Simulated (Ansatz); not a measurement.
Consider a crystal of WS2 in space group P6/mmm (No. 191), with W on 1b; S on 2d.

Method: DFT PBE, scalar-relativistic, plane waves, PAW (Ansatz 0.2.0). Cutoff 420 eV, Γ-centred mesh, Gaussian smearing, no spin polarisation.

Energies over the elements count from the elements' standard structures at the same level, with no fitted energy shifts.

Task: Predict the relaxed structure.

Result:

Space group P6/mmm (No. 191). a = 4.352 Å, b = 4.352 Å, c = 2.963 Å, α = 90.00°, β = 90.00°, γ = 120.00°
| atom | site | symmetry | x | y | z |
| --- | --- | --- | --- | --- | --- |
| W | 1b | 6/mmm | 0.0000 | 0.0000 | 0.5000 |
| S | 2d | -6m2 | 0.3333 | 0.6667 | 0.5000 |

Around W lie 6 S at 2.51 Å and 2 W at 2.96 Å; S is surrounded by 3 S at 2.51 Å, 3 W at 2.51 Å and 2 S at 2.96 Å. Another local minimum with the same sites may exist.

Task: Where does its energy lie, and is it a metal?

Result: The energy over the elements is +0.33 eV/atom and the gap on the 12×12×16 mesh of the 3-atom cell is 0 eV (a metal). A positive value: parting into the elements would lower its energy.

The last run used Gaussian smearing of 0.10 eV. These runs have no spin–orbit coupling, which can matter for W. The cell is a metal run without spin; a magnetic state may lie lower. The reference form of S is held partly by dispersion forces, which this level lacks. A structure relaxed within its symmetry needn't be a true minimum. Another cell of WS2 relaxed alike, in P6_3/mmc (a cell as deposited in COD), lies 1.17 eV/atom lower, so this cell isn't the stable form at this level.
